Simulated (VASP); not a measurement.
Write the native input for VASP 6.6.1 that does the following.

- Task: vibrations by finite differences
- Functional: PBE
- Potentials or basis: VASP PAW PBE potentials, release 64 (Al)
- Cutoff: 520 eV
- k mesh: 4 × 4 × 4
- Occupations: gaussian, width 0.1 eV
- Spin: no spin polarisation
- Ions in elastic constants: relaxed
- Further INCAR settings: ALGO = Fast; EDIFF = 1e-08; IBRION = 6; POTIM = 0.015; NSW = 1; ISIF = 3

The structure of Al lies in POSCAR:

```
Al                                      
1.0
    0.0000000000      2.0266960946      2.0266960946
    2.0266960946      0.0000000000      2.0266960946
    2.0266960946      2.0266960946      0.0000000000
  Al            
     1
Direct
     0.0000000000000000    0.0000000000000000    0.0000000000000000
```

One way to write it, as run:

INCAR

```
PREC     = Accurate       # precision mode
ENCUT    = 520            # plane-wave cutoff, eV
EDIFF    = 1E-8           # SCF threshold, eV
ISMEAR   = 0              # smearing method
SIGMA    = 0.1            # smearing width, eV
LREAL    = F              # projectors in reciprocal space
LASPH    = T              # aspherical terms in the spheres
NELM     = 80             # most SCF steps
ALGO     = Fast           # electronic algorithm
ISIF     = 3              # what is computed and relaxed
LWAVE    = F              # write WAVECAR
LCHARG   = F              # write CHGCAR
GGA      = PE             # functional
IBRION   = 6              # ionic algorithm
NFREE    = 2            
POTIM    = 0.015          # step
NSW      = 1              # ionic steps
```

KPOINTS

```
regular mesh
0
Gamma
  4 4 4
```

Potentials or basis: VASP PAW PBE potentials, release 64 (Al).

Command:

```console
$ cat potpaw_PBE.64/Al/POTCAR > POTCAR
$ mpirun -np 1 vasp_std > vasp.out
```

It gave:

```json
{
  "Elastic constants C11, C12, C44": "-107, 180, -612 GPa",
  "Voigt bulk modulus": "84 GPa"
}
```

Caveat: the k mesh is coarse (spacing up to 0.67 Å⁻¹), so the values aren't converged; the elastic tensor has a negative eigenvalue, so either the cell is unstable as it stands or the mesh is too thin.

Run time: 35 s on 1 thread of Intel(R) Xeon(R) Platinum 8375C CPU @ 2.90GHz (Ice Lake), on a shared host, peak memory 0.14 GiB.
